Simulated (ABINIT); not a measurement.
Input of an ABINIT 10.8.3 (patched build) run:

The input run.abi:

```
pp_dirpath "./"
pseudos "Pb_ONCV_PBE-1.2.upf, Se_ONCV_PBE-1.2.upf"

acell 4.3284127397 4.3284127397 4.3284127397 Angstrom
rprim
     0.0000000000     0.7071067812     0.7071067812
     0.7071067812     0.0000000000     0.7071067812
     0.7071067812     0.7071067812     0.0000000000
ntypat 2
znucl 82 34
natom 2
typat 1 2
xred
     0.0000000000     0.0000000000     0.0000000000
     0.5000000000     0.5000000000     0.5000000000

ecut 18.0

kptopt 1
ngkpt 6 6 6
nshiftk 1
shiftk 0.0 0.0 0.0

ixc -428

nband 12
occopt 1

nstep 60
diemac 6.0
toldfe 1.0e-7

iomode 3
prtwf 0
prtden 0
prteig 0
prtebands 0
enunit 1
prtvol 2
```

Potentials or basis: SG15 NC PBE v1.2.

Command:

```sh
$ mpirun --bind-to none -np 8 abinit run.abi > log 2>&1
```

What does it give for the pressure?

0.5 GPa.

Predict the band gap on the k mesh.

0.57 eV, direct.

Caveat: Libxc's HSE differs a little from that of other programs; the potentials were made for another functional, which shifts forces and pressure; spin-orbit coupling is left out, which as a rule narrows the gap of such compounds by several tenths of an eV.

**The experiment to reproduce.**

A printed reference work, monograph reports, for a bulk crystal of PbSe at 4.2 K: band gap 0.15 eV (direct).

A measured gap of PbSe is 0.15 eV (direct; 4.2 K; a printed reference work, monograph); the calculated 0.57 eV misses it by +0.42 eV. 2 values of this kind are on record (0.15 to 0.28 eV); this one was drawn at random. Spin-orbit coupling on Pb, Se is left out. The value is that of HSE06 on a finite k mesh, which can miss the band edges, without temperature or zero-point motion.
